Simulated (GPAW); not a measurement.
Input of a GPAW 26.7.0 run:

run.py

```python
from ase import Atoms
from ase.dft.bandgap import bandgap
from ase.io import write
from ase.units import GPa
from gpaw import GPAW, PW, setup_paths

setup_paths.insert(0, '.')

atoms = Atoms(['Ni', 'Si', 'Si'],
              cell=[[0.0, 2.703, 2.703],
                    [2.703, 0.0, 2.703],
                    [2.703, 2.703, 0.0]],
              scaled_positions=[[0.0, 0.0, 0.0],
                                [0.75, 0.75, 0.75],
                                [0.25, 0.25, 0.25]],
              pbc=True)
atoms.set_initial_magnetic_moments([1.0, 0.0, 0.0])

calc = GPAW(mode=PW(600),
            xc='PBEsol',
            kpts={'size': (9, 9, 9), 'gamma': True},
            occupations={'name': 'fermi-dirac', 'width': 0.05},
            setups={'Ni': ':d,8.0'},
            nbands=24,
            convergence={'density': 1e-05, 'energy': 1e-05},
            maxiter=150,
            txt='gpaw.txt')
atoms.calc = calc
energy = atoms.get_potential_energy()
forces = atoms.get_forces()
stress = atoms.get_stress()
calc.write('gs.gpw')
write('result.traj', atoms)
print(f'Energy: {energy:.6f} eV')
print('Forces (eV/A):')
print(forces.round(4))
print('Stress (GPa):', (stress / GPa).round(3))
print('Moments:', calc.get_magnetic_moments().round(3))
print('Fermi level:', round(calc.get_fermi_level(), 4), 'eV')
print(f'Gap: {bandgap(calc)[0]:.4f} eV, direct: {bandgap(calc, direct=True)[0]:.4f} eV')

path = atoms.cell.bandpath('GXWKGLUWLK,UX', npoints=60, eps=1e-4)
bs_calc = calc.fixed_density(kpts=path, symmetry='off', nbands=35,
                             convergence={'bands': 'CBM+6.0', 'eigenstates': 1e-6}, txt='bands.txt')
bs = bs_calc.band_structure()
bs.write('bs.json')
print(f'Gap on the path: {bandgap(bs_calc)[0]:.4f} eV')
```

Potentials or basis: PAW data sets generated in the run's folder for this functional, pw.

Launch:

```sh
$ gpaw-setup -f PBEsol Ni Si
$ OMP_NUM_THREADS=1 python run.py
```

Task: Predict the pressure.

Result: -3.2 GPa.

Task: Predict the net moment.

Result: 0.00 μB per cell.

Levels at the corners of the path, in eV from the Fermi level:
Spin up:
```tsv
point	band 9	band 10	band 11	band 12	band 13	band 14	band 15	band 16
Γ	-4.61	-0.20	1.74	1.74	1.74	2.64	2.64	2.64
X	-4.26	-4.18	-4.18	-4.15	-0.60	1.37	7.88	8.40
W	-4.18	-4.14	-4.14	-3.22	2.31	2.31	4.78	5.47
K	-4.36	-3.94	-3.71	-3.10	0.08	3.79	4.80	6.49
Γ	-4.61	-0.20	1.74	1.74	1.74	2.64	2.64	2.64
L	-4.25	-4.11	-1.19	-1.19	1.75	1.75	1.83	2.83
U	-4.36	-3.94	-3.71	-3.10	0.08	3.79	4.80	6.49
W	-4.18	-4.14	-4.14	-3.22	2.31	2.31	4.78	5.47
L	-4.25	-4.11	-1.19	-1.19	1.75	1.75	1.83	2.83
K	-4.36	-3.94	-3.71	-3.10	0.08	3.79	4.80	6.49
U	-4.36	-3.94	-3.71	-3.10	0.08	3.79	4.80	6.49
X	-4.26	-4.18	-4.18	-4.15	-0.60	1.37	7.88	8.40
```
Spin down:
| point | band 10 | band 11 | band 12 | band 13 | band 14 | band 15 |
| --- | --- | --- | --- | --- | --- | --- |
| Γ | -0.20 | 1.74 | 1.74 | 1.74 | 2.64 | 2.64 |
| X | -4.18 | -4.18 | -4.15 | -0.60 | 1.37 | 7.88 |
| W | -4.14 | -4.14 | -3.22 | 2.31 | 2.31 | 4.78 |
| K | -3.94 | -3.71 | -3.10 | 0.08 | 3.79 | 4.80 |
| Γ | -0.20 | 1.74 | 1.74 | 1.74 | 2.64 | 2.64 |
| L | -4.11 | -1.19 | -1.19 | 1.75 | 1.75 | 1.83 |
| U | -3.94 | -3.71 | -3.10 | 0.08 | 3.79 | 4.80 |
| W | -4.14 | -4.14 | -3.22 | 2.31 | 2.31 | 4.78 |
| L | -4.11 | -1.19 | -1.19 | 1.75 | 1.75 | 1.83 |
| K | -3.94 | -3.71 | -3.10 | 0.08 | 3.79 | 4.80 |
| U | -3.94 | -3.71 | -3.10 | 0.08 | 3.79 | 4.80 |
| X | -4.18 | -4.18 | -4.15 | -0.60 | 1.37 | 7.88 |

Caveat: the stock nickel data set gives pressures a few GPa off other programs; the U is typed as a test and isn't derived for this compound. The state reached can hang on the start; a lower one may exist.
